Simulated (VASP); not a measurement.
# Al (Fm-3m) in VASP: settings compared

One crystal, Al, is run at these levels: RPBE, revPBE; tasks: band structure.

Everything below comes from runs of VASP 6.6.1. Logs are shortened: lines on timing, memory, paths and dates and some standing lists are left out, and cuts for length are marked.

### Step 1. Starting point

The structure is cubic, space group Fm-3m (No. 225). The conventional cell has a = 4.050 Å, b = 4.050 Å, c = 4.050 Å, α = 90.00°, β = 90.00°, γ = 90.00°. Al (site symmetry m-3m) is surrounded by 12 Al at 2.86 Å.

### Step 2. Band structure, RPBE

Contents of INCAR:

```
ALGO = Normal
EDIFF = 1E-7
ENCUT = 520
GGA = RP
ISIF = 2
ISMEAR = -1
LASPH = T
LCHARG = F
LREAL = F
LWAVE = F
NELM = 100
PREC = Accurate
SIGMA = 0.05
```

Contents of KPOINTS:

```
k-points
0
Gamma
  11 11 11
```

Contents of POSCAR:

```
Al
1.0
    0.0000000000      2.0248050000      2.0248050000
    2.0248050000      0.0000000000      2.0248050000
    2.0248050000      2.0248050000      0.0000000000
Al
1
Direct
    0.0000000000      0.0000000000      0.0000000000
```

Contents of KPOINTS_OPT:

```
path GXWKGLUWLK,UX
15
line-mode
reciprocal
 0.0000000000  0.0000000000  0.0000000000  G
 0.5000000000  0.0000000000  0.5000000000  X

 0.5000000000  0.0000000000  0.5000000000  X
 0.5000000000  0.2500000000  0.7500000000  W

 0.5000000000  0.2500000000  0.7500000000  W
 0.3750000000  0.3750000000  0.7500000000  K

 0.3750000000  0.3750000000  0.7500000000  K
 0.0000000000  0.0000000000  0.0000000000  G

 0.0000000000  0.0000000000  0.0000000000  G
 0.5000000000  0.5000000000  0.5000000000  L

 0.5000000000  0.5000000000  0.5000000000  L
 0.6250000000  0.2500000000  0.6250000000  U

 0.6250000000  0.2500000000  0.6250000000  U
 0.5000000000  0.2500000000  0.7500000000  W

 0.5000000000  0.2500000000  0.7500000000  W
 0.5000000000  0.5000000000  0.5000000000  L

 0.5000000000  0.5000000000  0.5000000000  L
 0.3750000000  0.3750000000  0.7500000000  K

 0.6250000000  0.2500000000  0.6250000000  U
 0.5000000000  0.0000000000  0.5000000000  X
```

Potentials or basis: VASP PAW PBE potentials, release 64 (Al).

Started as:

```console
$ cat potpaw_PBE.64/Al/POTCAR > POTCAR
$ mpirun -np 1 vasp_std > vasp.out
```

OUTCAR:

```text
EDIFF = 1E-7
   ENCUT = 520
   GGA = RP
   ISIF = 2
   ISMEAR = -1
   LASPH = T
   LREAL = F
   NELM = 100
   PREC = Accurate

 ion  position               nearest neighbor table
   1  0.000  0.000  0.000-

  LATTYP: Found a face centered cubic cell.
 ALAT       =     4.0496100000

  Lattice vectors:

 A1 = (   0.0000000000,   2.0248050000,   2.0248050000)
 A2 = (   2.0248050000,   0.0000000000,   2.0248050000)
 A3 = (   2.0248050000,   2.0248050000,   0.0000000000)

Analysis of symmetry for initial positions (statically):
=====================================================================
 Subroutine PRICEL returns:
 Original cell was already a primitive cell.

 Routine SETGRP: Setting up the symmetry group for a
 face centered cubic supercell.

 Subroutine GETGRP returns: Found 48 space group operations
 (whereof 48 operations were pure point group operations)
 out of a pool of 48 trial point group operations.

The static configuration has the point symmetry O_h .

Analysis of symmetry for dynamics (positions and initial velocities):
=====================================================================
 Subroutine PRICEL returns:
 Original cell was already a primitive cell.

 Routine SETGRP: Setting up the symmetry group for a
 face centered cubic supercell.

 Subroutine GETGRP returns: Found 48 space group operations
 (whereof 48 operations were pure point group operations)
 out of a pool of 48 trial point group operations.

The dynamic configuration has the point symmetry O_h .

 Subroutine INISYM returns: Found 48 space group operations
 (whereof 48 operations are pure point group operations),
 and found     1 'primitive' translations

----------------------------------------------------------------------------------------

                                     Primitive cell

  volume of cell :      16.6027

  direct lattice vectors                    reciprocal lattice vectors
     0.000000000  2.024805000  2.024805000    -0.246937359  0.246937359  0.246937359
     2.024805000  0.000000000  2.024805000     0.246937359 -0.246937359  0.246937359
     2.024805000  2.024805000  0.000000000     0.246937359  0.246937359 -0.246937359

  length of vectors
     2.863506692  2.863506692  2.863506692     0.427708053  0.427708053  0.427708053

  position of ions in fractional coordinates (direct lattice)
     0.000000000  0.000000000  0.000000000

  ion indices of the primitive-cell ions
[... 73 lines left out ...]
   NELM   =    100;   NELMIN=  2; NELMDL= -5     # of ELM steps
   EDIFF  = 0.1E-06   stopping-criterion for ELM
   LREAL  =      F    real-space projection
   EDIFFG = 0.1E-05   stopping-criterion for IOM
   NSW    =      0    number of steps for IOM
   IBRION =     -1    ionic relax: 0-MD 1-quasi-New 2-CG
   NFREE  =      0    steps in history (QN), initial steepest desc. (CG)
   ISIF   =      2    stress and relaxation
   ISYM   =      2    0-nonsym 1-usesym 2-fastsym
   POTIM  = 0.5000    time-step for ionic-motion
   TEBEG  =    0.0;   TEEND  =   0.0 temperature during run
   PSTRESS=    0.0 pullay stress
   NELECT =       3.0000    total number of electrons
   NUPDOWN=      -1.0000    fix difference up-down
   EMIN   =  10.00;   EMAX   =-10.00  energy-range for DOS
   EFERMI =   0.00;   METHOD = LEGACY
   ISMEAR =    -1;   SIGMA  =   0.05  broadening in eV -4-tet -1-fermi 0-gaus
   EFERMI_NEDOS =   21; number of points for ismear=-14 and -15
   IALGO  =     38    algorithm
   IMIX   =      4    mixing-type and parameters
     AMIX     =   0.40;   BMIX     =  1.00
     AMIX_MAG =   1.60;   BMIX_MAG =  1.00
  volume/ion in A,a.u.               =      16.60       112.04
  Fermi-wavevector in a.u.,A,eV,Ry     =   0.925526  1.748991 11.654733  0.856599
  Thomas-Fermi vector in A             =   2.051390
   LORBIT       =      0    0 simple, 1 ext, 2 COOP (PROOUT), +10 PAW based schemes
   GGA     = RP    functional components
   LHFCALC =     F    Hartree Fock is set to
   AEXX    =    0.0000 exact exchange contribution
   IVDW    =     0    specifies the selected vdW correction
   LEPSILON=     F    determine dielectric tensor
   LRPA    =     F    only Hartree local field effects (RPA)
 non-spin polarized calculation
  energy-cutoff  :      520.00
  volume of cell :       16.60
 maximum number of plane-waves:       459
 NGX is ok and might be reduce to    24
   NGX = 11   NGY = 11   NGZ = 11

 number of electron       3.0000000 magnetization

 Free energy of the ion-electron system (eV)
  ---------------------------------------------------
  ext. energy  EPLUGINS =         0.00000000
  ---------------------------------------------------
  free energy    TOTEN  =        -3.51723023 eV

  energy without entropy =       -3.51322610  energy(sigma->0) =       -3.51522816

 E-fermi :   8.0406     XC(G=0): -10.1181

 val. band max:        8.0274295705   @ k =  -0.4545   0.3636   0.0000
 cond. band min:       8.0635940060   @ k =   0.4545   0.1818   0.0909
 fundamental gap:      0.0361644355
 Fermi energy:         8.0405678852

 k-point     1 :       0.0000    0.0000    0.0000
  band No.  band energies     occupation
      1      -3.0650      2.00000
      2      20.5930      0.00000
      3      20.5930      0.00000
      4      20.5930      0.00000
      5      22.1672      0.00000
[... 177 lines left out ...]
 k-point    24 :      -0.1818    0.1818    0.0000
  band No.  band energies     occupation
      1      -0.6964      2.00000
      2      11.8353      0.00000
      3      13.3104      0.00000
      4      19.8851      0.00000
      5      21.8881      0.00000

 [... further k-points ...]

------------------------ aborting loop because EDIFF is reached ----------------------------------------

  FORCE on cell =-STRESS in cart. coord.  units (eV):
  Direction    XX          YY          ZZ          XY          YZ          ZX
  --------------------------------------------------------------------------------------
  -------------------------------------------------------------------------------------
  Total        0.0863876      0.0863876      0.0863876      0.0000000      0.0000000      0.0000000
  in kB        8.3364721      8.3364721      8.3364721      0.0000000      0.0000000      0.0000000
  external PRESSURE =       8.3364721 kB  Pullay stress =       0.0000000 kB

 VOLUME and BASIS-vectors are now :
 -----------------------------------------------------------------------------
  energy-cutoff  :      520.00
  volume of cell :       16.60
      direct lattice vectors                 reciprocal lattice vectors
     0.000000000  2.024805000  2.024805000    -0.246937359  0.246937359  0.246937359
     2.024805000  0.000000000  2.024805000     0.246937359 -0.246937359  0.246937359
     2.024805000  2.024805000  0.000000000     0.246937359  0.246937359 -0.246937359

 POSITION                                       TOTAL-FORCE (eV/Angst)
 -----------------------------------------------------------------------------------
      0.00000      0.00000      0.00000         0.000000      0.000000      0.000000
 -----------------------------------------------------------------------------------
    total drift:                                0.000000     -0.000000      0.000000

  FREE ENERGIE OF THE ION-ELECTRON SYSTEM (eV)
  ---------------------------------------------------
  free  energy   TOTEN  =        -3.5172302279 eV

  energy  without entropy=       -3.5132261018  energy(sigma->0) =       -3.51522816
```

OSZICAR:

```text
N       E                     dE             d eps       ncg     rms          rms(c)
DAV:   1    -0.149456941236E+01   -0.14946E+01   -0.85151E+02   595   0.323E+02
DAV:   2    -0.351579151137E+01   -0.20212E+01   -0.18369E+01   750   0.294E+01
[... 23 lines left out ...]
DAV:   4     0.603247395207E+03   -0.67364E-02      765
DAV:   5     0.603247258841E+03   -0.13637E-03      845
DAV:   6     0.603247258142E+03   -0.69948E-06      805
DAV:   7     0.603247258128E+03   -0.13482E-07      805
       N       E                     dE             ncg
DAV:   1     0.295790364488E+04   -0.40428E+04      395
DAV:   2     0.287818362144E+04   -0.79720E+02      420
DAV:   3     0.287722494367E+04   -0.95868E+00      435
DAV:   4     0.287722073145E+04   -0.42122E-02      450
DAV:   5     0.287722069661E+04   -0.34838E-04      465
DAV:   6     0.287722069616E+04   -0.45568E-06      485
DAV:   7     0.287722069615E+04   -0.66525E-08      425
```

stdout:

```text
POSCAR found type information on POSCAR Al
 POSCAR found :  1 types and       1 ions
 scaLAPACK will be used
 -----------------------------------------------------------------------------
|                                                                             |
|                                                                             |
|     You enforced a specific xc type in the INCAR file but a different       |
|     I HOPE YOU KNOW WHAT YOU ARE DOING!                                     |
|                                                                             |
 -----------------------------------------------------------------------------

 LDA part: xc-table for (Slater+PW92), standard interpolation
 POSCAR, INCAR and KPOINTS ok, starting setup
 FFT: planning ... GRIDC
 FFT: planning ... GRID_SOFT
 FFT: planning ... GRID
 WAVECAR not read
 entering main loop
 Start KPOINTS_OPT (optional k-point list driver)
k-point batch [1-56\150]
k-point batch [57-112\150]
k-point batch [113-150\150]
```

It took 6.2 s on 1 thread of Intel Xeon 6975P-C (Granite Rapids), shared host; peak memory 0.13 GiB.

Results:

- Free energy: -3.5172 eV
- Pressure: 0.8 GPa
- Band gap along the path: none (metal or under the smearing width)

Levels at the corners of the path, in eV from the Fermi level:
```tsv
point	band 1	band 2	band 3	band 4	band 5
Γ	-11.11	12.55	12.55	12.55	14.13
X	-2.93	-1.59	5.20	5.58	5.58
X	-2.93	-1.59	5.20	5.58	5.58
W	-0.86	-0.86	0.14	1.14	15.76
W	-0.86	-0.86	0.14	1.14	15.76
K	-1.90	-1.38	-0.38	6.55	8.17
K	-1.90	-1.38	-0.38	6.55	8.17
Γ	-11.11	12.55	12.55	12.55	14.13
Γ	-11.11	12.55	12.55	12.55	14.13
L	-4.60	-4.36	11.39	11.40	11.42
L	-4.60	-4.36	11.39	11.39	11.42
U	-1.90	-1.38	-0.38	6.55	8.17
U	-1.90	-1.38	-0.38	6.55	8.17
W	-0.86	-0.86	0.14	1.14	15.76
W	-0.86	-0.86	0.14	1.14	15.76
L	-4.60	-4.36	11.39	11.39	11.42
L	-4.60	-4.36	11.39	11.40	11.42
K	-1.90	-1.38	-0.38	6.55	8.17
U	-1.90	-1.38	-0.38	6.55	8.17
X	-2.93	-1.59	5.20	5.58	5.58
```

Caveat: the PAW data sets were made with another functional, which shifts forces and pressure a little.

### Step 3. Band structure, revPBE

Changes to INCAR since step 2:

```diff
@@ -3,3 +3,3 @@
 ENCUT = 520
-GGA = RP
+GGA = RE
 ISIF = 2
```

KPOINTS is that of step 2.

POSCAR is that of step 2.

KPOINTS_OPT is that of step 2.

Potentials or basis: VASP PAW PBE potentials, release 64 (Al).

Started as:

```console
$ cat potpaw_PBE.64/Al/POTCAR > POTCAR
$ mpirun -np 1 vasp_std > vasp.out
```

OUTCAR:

```text
EDIFF = 1E-7
   ENCUT = 520
   GGA = RE
   ISIF = 2
   ISMEAR = -1
   LASPH = T
   LREAL = F
   NELM = 100
   PREC = Accurate

 ion  position               nearest neighbor table
   1  0.000  0.000  0.000-

  LATTYP: Found a face centered cubic cell.
 ALAT       =     4.0496100000

  Lattice vectors:

 A1 = (   0.0000000000,   2.0248050000,   2.0248050000)
 A2 = (   2.0248050000,   0.0000000000,   2.0248050000)
 A3 = (   2.0248050000,   2.0248050000,   0.0000000000)

Analysis of symmetry for initial positions (statically):
=====================================================================
 Subroutine PRICEL returns:
 Original cell was already a primitive cell.

 Routine SETGRP: Setting up the symmetry group for a
 face centered cubic supercell.

 Subroutine GETGRP returns: Found 48 space group operations
 (whereof 48 operations were pure point group operations)
 out of a pool of 48 trial point group operations.

The static configuration has the point symmetry O_h .

Analysis of symmetry for dynamics (positions and initial velocities):
=====================================================================
[... 156 lines left out ...]

 E-fermi :   8.0207     XC(G=0): -10.1328

 val. band max:        8.0088531373   @ k =  -0.4545   0.3636   0.0000
 cond. band min:       8.0431766024   @ k =   0.4545   0.1818   0.0909
 fundamental gap:      0.0343234651
 Fermi energy:         8.0206920731

 k-point     1 :       0.0000    0.0000    0.0000
  band No.  band energies     occupation
      1      -3.0837      2.00000
      2      20.5739      0.00000
      3      20.5739      0.00000
      4      20.5739      0.00000
      5      22.1249      0.00000
[... 177 lines left out ...]
 k-point    24 :      -0.1818    0.1818    0.0000
  band No.  band energies     occupation
      1      -0.7154      2.00000
      2      11.8164      0.00000
      3      13.2842      0.00000
      4      19.8555      0.00000
      5      21.8624      0.00000

 [... further k-points ...]

------------------------ aborting loop because EDIFF is reached ----------------------------------------

  FORCE on cell =-STRESS in cart. coord.  units (eV):
  Direction    XX          YY          ZZ          XY          YZ          ZX
  --------------------------------------------------------------------------------------
  -------------------------------------------------------------------------------------
  Total        0.0548872      0.0548872      0.0548872     -0.0000000     -0.0000000     -0.0000000
  in kB        5.2966562      5.2966562      5.2966562     -0.0000000     -0.0000000     -0.0000000
  external PRESSURE =       5.2966562 kB  Pullay stress =       0.0000000 kB

 VOLUME and BASIS-vectors are now :
 -----------------------------------------------------------------------------
  energy-cutoff  :      520.00
  volume of cell :       16.60
      direct lattice vectors                 reciprocal lattice vectors
     0.000000000  2.024805000  2.024805000    -0.246937359  0.246937359  0.246937359
     2.024805000  0.000000000  2.024805000     0.246937359 -0.246937359  0.246937359
     2.024805000  2.024805000  0.000000000     0.246937359  0.246937359 -0.246937359

 POSITION                                       TOTAL-FORCE (eV/Angst)
 -----------------------------------------------------------------------------------
      0.00000      0.00000      0.00000         0.000000      0.000000      0.000000
 -----------------------------------------------------------------------------------
    total drift:                               -0.000000      0.000000      0.000000

  FREE ENERGIE OF THE ION-ELECTRON SYSTEM (eV)
  ---------------------------------------------------
  free  energy   TOTEN  =        -3.5637249992 eV

  energy  without entropy=       -3.5597198765  energy(sigma->0) =       -3.56172244
```

Wall time 5.3 s (1 thread of Intel Xeon 6975P-C (Granite Rapids), shared host); peak memory 0.13 GiB.

What came out:

```yaml
Free_energy: -3.5637 eV
Pressure: 0.5 GPa
Band_gap_along_the_path: none (metal or under the smearing width)
```

Levels at the corners of the path, in eV from the Fermi level:
| point | band 1 | band 2 | band 3 | band 4 | band 5 |
| --- | --- | --- | --- | --- | --- |
| Γ | -11.10 | 12.55 | 12.55 | 12.55 | 14.10 |
| X | -2.93 | -1.60 | 5.21 | 5.58 | 5.58 |
| X | -2.93 | -1.60 | 5.21 | 5.58 | 5.58 |
| W | -0.86 | -0.86 | 0.15 | 1.13 | 15.76 |
| W | -0.86 | -0.86 | 0.15 | 1.13 | 15.76 |
| K | -1.90 | -1.37 | -0.39 | 6.54 | 8.17 |
| K | -1.90 | -1.37 | -0.39 | 6.54 | 8.17 |
| Γ | -11.10 | 12.55 | 12.55 | 12.55 | 14.10 |
| Γ | -11.10 | 12.55 | 12.55 | 12.55 | 14.10 |
| L | -4.60 | -4.36 | 11.40 | 11.40 | 11.40 |
| L | -4.60 | -4.36 | 11.40 | 11.40 | 11.40 |
| U | -1.90 | -1.37 | -0.39 | 6.54 | 8.17 |
| U | -1.90 | -1.37 | -0.39 | 6.54 | 8.17 |
| W | -0.86 | -0.86 | 0.15 | 1.13 | 15.76 |
| W | -0.86 | -0.86 | 0.15 | 1.13 | 15.76 |
| L | -4.60 | -4.36 | 11.40 | 11.40 | 11.40 |
| L | -4.60 | -4.36 | 11.40 | 11.40 | 11.40 |
| K | -1.90 | -1.37 | -0.39 | 6.54 | 8.17 |
| U | -1.90 | -1.37 | -0.39 | 6.54 | 8.17 |
| X | -2.93 | -1.60 | 5.21 | 5.58 | 5.58 |

Caveat: the PAW data sets were made with another functional, which shifts forces and pressure a little.
